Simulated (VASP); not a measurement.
# Cd₇S₈: saddle point by the improved dimer method

Cd₇S₈, defect, 15 atoms in the cell. PBE, improved dimer method; PAW potentials Cd, S (PBE set).

Path: a Cd atom hops into a neighbouring Cd vacancy; Length of the hop (Å): 4.125; Charge of the cell: -2; Atoms free in the vibrations (from 0): 0, 9, 10, 11, 14.

## Input

INCAR.step1:
```
ALGO = Normal ; EDIFF = 1E-7
EDIFFG = -0.005 ; ENCUT = 300
IBRION = 2 ; ISIF = 2
ISMEAR = 0 ; ISYM = 0
KPAR = 4 ; LASPH = True
LCHARG = False ; LREAL = False
LWAVE = False ; NELECT = 134.0
NELM = 100 ; NSW = 100
POTIM = 0.5 ; PREC = Accurate
SIGMA = 0.05
```

INCAR.step2, as INCAR.step1 but for:
```
- EDIFF = 1E-7
- EDIFFG = -0.005
+ EDIFF = 1E-6
+ EDIFFG = -0.02
```

INCAR.step3, as INCAR.step2 but for:
```
- IBRION = 2
- ISIF = 2
- NSW = 100
- POTIM = 0.5
+ IBRION = 44
+ NSW = 300
```

INCAR.step4, as INCAR.step3 but for:
```
- EDIFF = 1E-6
- EDIFFG = -0.02
- IBRION = 44
- NSW = 300
+ EDIFF = 1E-7
+ IBRION = 5
+ NFREE = 2
+ NSW = 1
+ POTIM = 0.015
```

KPOINTS:
```
k-points
0
Gamma
  2 2 2
```

POSCAR.step1:
```
Cd7S8
1.0
    0.0000000000      5.8330000000      5.8330000000
    5.8330000000      0.0000000000      5.8330000000
    5.8330000000      5.8330000000      0.0000000000
Cd S
7 8
Direct
    0.0000000000      0.0000000000      0.5000000000
    0.0000000000      0.5000000000      0.0000000000
    0.0000000000      0.5000000000      0.5000000000
    0.5000000000      0.0000000000      0.0000000000
    0.5000000000      0.0000000000      0.5000000000
    0.5000000000      0.5000000000      0.0000000000
    0.5000000000      0.5000000000      0.5000000000
    0.3750000000      0.3750000000      0.3750000000
    0.3750000000      0.3750000000      0.8750000000
    0.3750000000      0.8750000000      0.3750000000
    0.3750000000      0.8750000000      0.8750000000
    0.8750000000      0.3750000000      0.3750000000
    0.8750000000      0.3750000000      0.8750000000
    0.8750000000      0.8750000000      0.3750000000
    0.8750000000      0.8750000000      0.8750000000
```

POSCAR.step2:
```
Cd7S8
1.0
    0.0000000000      5.8330000000      5.8330000000
    5.8330000000      0.0000000000      5.8330000000
    5.8330000000      5.8330000000      0.0000000000
Cd S
7 8
Direct
    0.0000000000      0.0000000000      0.0000000000
    0.0000000000      0.5000000000      0.0000000000
    0.0000000000      0.5000000000      0.5000000000
    0.5000000000      0.0000000000      0.0000000000
    0.5000000000      0.0000000000      0.5000000000
    0.5000000000      0.5000000000      0.0000000000
    0.5000000000      0.5000000000      0.5000000000
    0.3750000000      0.3750000000      0.3750000000
    0.3750000000      0.3750000000      0.8750000000
    0.3750000000      0.8750000000      0.3750000000
    0.3750000000      0.8750000000      0.8750000000
    0.8750000000      0.3750000000      0.3750000000
    0.8750000000      0.3750000000      0.8750000000
    0.8750000000      0.8750000000      0.3750000000
    0.8750000000      0.8750000000      0.8750000000
```

POSCAR.step3:
```
Cd7S8                                   
1.0
    0.0000000000      5.8330000000      5.8330000000
    5.8330000000      0.0000000000      5.8330000000
    5.8330000000      5.8330000000      0.0000000000
Cd S
7 8
Direct
    1.0214995810      1.0367259427      0.7036009053
    0.9911847697      0.5018807356      0.9844522835
    0.9884746683      0.5118781001      0.4799250951
    0.4965316062      0.9960770936      0.9925140495
    0.5139746097      0.9857483212      0.4824731752
    0.5068217446      0.5039563129      0.9778279442
    0.5037845905      0.5078925503      0.4791024076
    0.3728640101      0.3762978267      0.3624594777
    0.3781215482      0.3759577972      0.8568167503
    0.3697703631      0.8801077024      0.3532897503
    0.3704985623      0.8788823304      0.8608800520
    0.8787413799      0.3699776192      0.3559194298
    0.8833411397      0.3597039738      0.8629514727
    0.8883724584      0.8817031441      0.3446462150
    0.8360573209      0.8382023853      0.8944033490

    0.6728496035      0.6728495732      0.0000109809
   -0.0110018618     -0.0109913227      0.0000019951
   -0.0851303629     -0.0851191785     -0.0000019467
   -0.0109913670     -0.0110018355      0.0000020413
   -0.0851192558     -0.0851303496     -0.0000019723
   -0.0480620885     -0.0480620447     -0.0370690488
   -0.0480591464     -0.0480591648      0.0370580510
   -0.0409538887     -0.0409539759     -0.0000044567
   -0.0551673601     -0.0551674259     -0.0000056105
   -0.0273663924     -0.0687562546     -0.0277968846
   -0.0687653958     -0.0273547537      0.0278171414
   -0.0687562978     -0.0273663468     -0.0277969332
   -0.0273546937     -0.0687654959      0.0278171522
    0.0004452619      0.0004452832     -0.0000157653
   -0.0965667546     -0.0965667079     -0.0000147439
```

POSCAR.step4:
```
Cd7S8
1.0
    0.0000000000      5.8330000000      5.8330000000
    5.8330000000      0.0000000000      5.8330000000
    5.8330000000      5.8330000000      0.0000000000
Cd S
7 8
Selective dynamics
Direct
    0.0360560465      0.0360868206      0.6940740616  T T T
    0.9815623039      0.4495869115      0.0165939545  F F F
    0.9947783058      0.5612290658      0.4553301788  F F F
    0.4487260699      0.9820816603      0.0170682424  F F F
    0.5609865997      0.9949814622      0.4559835662  F F F
    0.5075306474      0.5077419049      0.9636737170  F F F
    0.5071692658      0.5075289299      0.4874699462  F F F
    0.3877601167      0.3879448288      0.3452161210  F F F
    0.3615052141      0.3619783802      0.8712506565  F F F
    0.3517597614      0.8860803476      0.3967202041  T T T
    0.3503721163      0.8860069276      0.8321201956  T T T
    0.8858641883      0.3519908828      0.3962777339  T T T
    0.8857890538      0.3508803276      0.8317581464  F F F
    0.9181206031      0.9184685425      0.3156757996  F F F
    0.8220580598      0.8224048433      0.9120498334  T T T
```

POSCAR.step5:
```
Cd7S8
1.0
    0.0000000000      5.8330000000      5.8330000000
    5.8330000000      0.0000000000      5.8330000000
    5.8330000000      5.8330000000      0.0000000000
Cd S
7 8
Selective dynamics
Direct
    0.9871454709      0.9871454519      0.5128541512  T T T
    0.9871454823      0.5128541875      0.9871454402  F F F
    0.9871460328      0.5128549826      0.5128549867  F F F
    0.5128541671      0.9871454700      0.9871454618  F F F
    0.5128549822      0.9871460426      0.5128549982  F F F
    0.5128549594      0.5128549816      0.9871460808  F F F
    0.5000000368      0.5000000161      0.5000000159  F F F
    0.3737685245      0.3737685374      0.3737685502  F F F
    0.3737687186      0.3737687070      0.8786939004  F F F
    0.3737687086      0.8786939141      0.3737686994  T T T
    0.3497599117      0.8834131075      0.8834131062  T T T
    0.8786939273      0.3737686954      0.3737686982  T T T
    0.8834130924      0.3497599142      0.8834131106  F F F
    0.8834130941      0.8834130768      0.3497599105  F F F
    0.8834128913      0.8834129152      0.8834128899  T T T
```

Commands (each step's output is kept before the next begins):
```
cat potpaw_PBE.64/Cd/POTCAR potpaw_PBE.64/S/POTCAR > POTCAR
cp INCAR.step1 INCAR
cp POSCAR.step1 POSCAR
mpirun -np 4 vasp_std > vasp.out
cp INCAR.step2 INCAR
cp POSCAR.step2 POSCAR
mpirun -np 4 vasp_std > vasp.out
# the block under the positions in POSCAR is the starting axis: the straight line between the two relaxed ends
cp INCAR.step3 INCAR
cp POSCAR.step3 POSCAR
mpirun -np 4 vasp_std > vasp.out
# POSCAR: the saddle point
cp INCAR.step4 INCAR
cp POSCAR.step4 POSCAR
mpirun -np 4 vasp_std > vasp.out
# POSCAR: the relaxed minimum
cp POSCAR.step5 POSCAR
mpirun -np 4 vasp_std > vasp.out
```

## Result

- Barrier (eV): 1.042
- Barrier with zero-point energies (eV): 1.017
- Imaginary frequency (cm⁻¹): 41
- Imaginary modes at the saddle: 1
- Attempt frequency (THz): 22.9
- Force evaluations of the dimer: 92
- Largest force left (eV/Å): 0.0198
- Ionic steps, all stages: 170
- Electronic steps, all stages: 1181

Vibrations (cm⁻¹; a negative value is imaginary):

| Mode | Minimum | Saddle |
|---|---|---|
| 1 | 280 | 294 |
| 2 | 266 | 280 |
| 3 | 257 | 252 |
| 4 | 253 | 240 |
| 5 | 250 | 227 |
| 6 | 232 | 226 |
| 7 | 228 | 215 |
| 8 | 224 | 195 |
| 9 | 214 | 190 |
| 10 | 212 | 185 |
| 11 | 209 | 170 |
| 12 | 191 | 91 |
| 13 | 116 | 74 |
| 14 | 78 | 48 |
| 15 | 69 | -41 |

Harmonic rate, classical:

| Temperature (K) | Jumps per second |
|---|---|
| 300 | 7.3e-05 |
| 600 | 4.1e+04 |
| 900 | 3.4e+07 |

The cell is CdS (16 atoms) with one Cd atom missing.

Limits: the cell holds 15 atoms, so the vacancy or interstitial meets its own images and the barrier isn't that of a lone defect; the cell is charged against a uniform background; the barrier compares two equally charged cells; the attempt frequency counts the hopping atom and the four atoms nearest to it, while all others are held.

VASP 6.6.1 took 2391 s on 4 cores (AMD EPYC 9R45 (Zen 5)), a shared host.
